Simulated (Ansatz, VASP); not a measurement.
# Two plane-wave programs on AlN

INCAR

```
SYSTEM = AlN
ALGO = Normal
EDIFF = 1E-7
ENCUT = 520
GGA = CA
ISIF = 2
ISMEAR = 0
LASPH = .TRUE.
LCHARG = .FALSE.
LREAL = .FALSE.
LWAVE = .FALSE.
NBANDS = 16
NELM = 100
PREC = Accurate
SIGMA = 0.05
```

File KPOINTS:

```
k-points
0
G
  9 9 6
  0 0 0
```

Contents of POSCAR:

```
AlN
1.0
    3.3121157418      0.0000000000      0.0000000000
   -1.6560578709      2.8683763727      0.0000000000
    0.0000000000      0.0000000000      4.1247495550
Al N
2 2
Direct
    0.3333333333      0.6666666667      0.7500000000
    0.6666666667      0.3333333333      0.2500000000
    0.3333333333      0.6666666667      0.2500000000
    0.6666666667      0.3333333333      0.7500000000
```

Input for Ansatz:

```yaml
crystal:
  lattice:
    - [3.3121157418, 0.0, 0.0]
    - [-1.6560578709, 2.8683763727, 0.0]
    - [0.0, 0.0, 4.124749555]
  atoms:
    - { symbol: Al, position: [0.3333333333, 0.6666666667, 0.75] }
    - { symbol: Al, position: [0.6666666667, 0.3333333333, 0.25] }
    - { symbol: "N", position: [0.3333333333, 0.6666666667, 0.25] }
    - { symbol: "N", position: [0.6666666667, 0.3333333333, 0.75] }
basis:
  ecutwfc: 420
kpoints:
  mp_grid: { grid: [9, 9, 6] }
hamiltonian:
  xc: lda
scf:
  occupations: { method: gaussian, width: 0.05 }
output:
  forces: true
  stress: true
  eigenvalues: true
```

Change from the starting cell: strain +0.000 along x and y, -0.015 along z, atoms carried along.

Alike in both runs: task single point; functional LDA; k mesh 9 × 9 × 6; occupations gaussian, width 0.05 eV; no spin polarisation.

|  | VASP | Ansatz |
| --- | --- | --- |
| version | VASP 6.6.1 | Ansatz 0.2.0 |
| potentials or method | VASP PAW LDA potentials, release 64 (Al, N) | scalar-relativistic, plane waves, PAW |
| plane-wave cutoff (eV) | 520 | 420 |
| valence electrons in the cell | 16 | 16 |

```tsv
	VASP	Ansatz	Ansatz less VASP
gap on the k mesh at the Fermi level (eV)	3.44	3.43	-0.008
least direct gap on the mesh (eV)	3.44	3.43	-0.008
pressure (GPa)	-5.5	-6.1	-0.53
largest component of the traceless stress (GPa)	1.15	1.29	+0.145
```

Caveats: an odd mesh through Γ misses points on the zone boundary, where band edges often lie.
